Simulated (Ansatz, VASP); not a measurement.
# One calculation of Rh, two programs

```xyz
1
Lattice="2.5356 0.0000 0.0000 0.0000 2.5356 0.0000 0.0000 0.0000 2.5356" Properties=species:S:1:pos:R:3 pbc="T T T"
Rh    0.0000    0.0000    0.0000
```

Alike in both runs: functional PBE; k mesh 22 × 22 × 22; occupations gaussian, width 0.1 eV; no spin polarisation.

Ansatz relaxed the structure, and its values are those at the end. VASP's run is a single point on that final structure, the one shown.

```csv
,VASP,Ansatz
version,VASP 6.6.1,Ansatz 0.2.0
potentials or method,"VASP PAW PBE potentials, release 64 (Rh_pv)","scalar-relativistic, plane waves, PAW"
plane-wave cutoff (eV),520,420
valence electrons in the cell,15,17
```

|  | VASP | Ansatz | Ansatz less VASP |
| --- | --- | --- | --- |
| gap on the k mesh at the Fermi level (eV) | none | none | - |
| pressure (GPa) | 0.0 | 0.0 | -0.02 |

A gap of «none» marks a metal or a gap that the smearing closes. The two sets of potentials don't hold the same shells in valence.
